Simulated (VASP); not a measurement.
KF: electric field gradients with PBE

KF:

```
K F
1.0
     0.00000    2.64649    2.64649
     2.64649    0.00000    2.64649
     2.64649    2.64649    0.00000
K F
1 1
Direct
  0.00000 0.00000 0.00000
  0.50000 0.50000 0.50000
```

The cell isn't the ideal one: volume scaled by 0.97, PAW files.

```yaml
Program: VASP 6.6.1
Task: electric field gradients
Functional: PBE
Potentials_or_basis: VASP PAW PBE potentials, release 64 (K_sv, F)
Cutoff: 520 eV
k_mesh: 8 × 8 × 8
Occupations: fermi-dirac, width 0.03 eV
Spin: no spin polarisation
Dipole_correction: no
Further_INCAR_settings: ALGO = Normal; EDIFF = 1e-08; NBANDS = 15
```

The pressure is 2.5 GPa and the band gap on the k mesh is 6.32 eV, direct.

Levels at points of the mesh, in eV from the valence-band top:
| k point | band 5 | band 6 | band 7 | band 8 | band 9 | band 10 | band 11 | band 12 |
| --- | --- | --- | --- | --- | --- | --- | --- | --- |
| (0.00, 0.00, 0.00) | -9.29 | 0.00 | 0.00 | 0.00 | 6.32 | 10.76 | 10.76 | 10.76 |
| (0.50, 0.00, 0.00) | -9.33 | -0.82 | -0.37 | -0.37 | 9.19 | 10.82 | 12.21 | 12.21 |
| (0.50, 0.50, 0.00) | -9.52 | -0.20 | -0.05 | -0.05 | 8.22 | 10.46 | 12.04 | 13.77 |

Electric field gradients, principal values (V/Å²):
```tsv
atom	Vxx	Vyy	Vzz
1 K	0.000	0.000	0.001
2 F	-0.006	-0.006	0.012
```

Wall time 14 s on 1 thread of Intel(R) Xeon(R) Platinum 8259CL CPU @ 2.50GHz (Skylake/Cascade Lake) (shared host), peak memory 0.16 GiB.

A k mesh can miss the band edges.
